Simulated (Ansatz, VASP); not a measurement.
**MgB2 in VASP and in Ansatz**

```xyz
3
Lattice="3.0850 0.0000 0.0000 -1.5425 2.6717 0.0000 0.0000 0.0000 3.5230" Properties=species:S:1:pos:R:3 pbc="T T T"
Mg    0.0000    0.0000    0.0000
B     0.0000    1.7811    1.7615
B     1.5425    0.8906    1.7615
```

Alike in both runs: task single point; functional PBEsol; k mesh 6 × 6 × 6; occupations gaussian, width 0.1 eV; no spin polarisation.

|  | VASP | Ansatz |
| --- | --- | --- |
| version | VASP 6.6.1 | Ansatz 0.2.0 |
| potentials or method | VASP PAW PBE potentials, release 64 (Mg, B) | scalar-relativistic, plane waves, PAW |
| plane-wave cutoff (eV) | 520 | 420 |
| valence electrons in the cell | 8 | 16 |

```tsv
	VASP	Ansatz	Ansatz less VASP
gap on the k mesh at the Fermi level (eV)	none	none	-
pressure (GPa)	-3.0	-3.0	+0.01
largest component of the traceless stress (GPa)	1.07	0.89	-0.180
```

A gap of «none» marks a metal or a gap that the smearing closes. The two sets of potentials don't hold the same shells in valence.

Caveats: the k mesh is coarse (spacing up to 0.39 Å⁻¹), so the values aren't converged; the PAW data sets were made with another functional, which shifts forces and pressure a little (VASP).
